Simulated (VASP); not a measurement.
A run of VASP 6.6.1:

Contents of INCAR:

```
SYSTEM = BN
ALGO = Normal ; EDIFF = 1E-7
ENCUT = 520 ; GGA = PE
ISIF = 2 ; ISMEAR = 0
LASPH = .True. ; LCHARG = .False.
LREAL = .False. ; LWAVE = .False.
NBANDS = 16 ; NELM = 100
PREC = Accurate ; SIGMA = 0.01
```

File KPOINTS:

```
k-points
0
Gamma
  12 12 4
  0 0 0
```

File POSCAR:

```
BN
1.0
    2.4982400000      0.0000000000      0.0000000000
   -1.2491200000      2.1635393048      0.0000000000
    0.0000000000      0.0000000000      6.6357000000
B N
2 2
Direct
    0.3333333333      0.6666666667      0.2500000000
    0.6666666667      0.3333333333      0.7500000000
    0.3333333333      0.6666666667      0.7500000000
    0.6666666667      0.3333333333      0.2500000000
```

Potentials or basis: VASP PAW PBE potentials, release 64 (B, N).

Command:

```console
$ cat potpaw_PBE.64/B/POTCAR potpaw_PBE.64/N/POTCAR > POTCAR
$ mpirun -np 1 vasp_std > vasp.out
```

Hardware: 1 thread of Intel(R) Xeon(R) 6975P-C (Granite Rapids), with other jobs on the host.

Task: Estimate the wall time of this run.

Result: It took 15 s on 1 thread of Intel(R) Xeon(R) 6975P-C (Granite Rapids), with other jobs on the host, peak memory 0.15 GiB. Counts: scf iterations 15, k points 57.
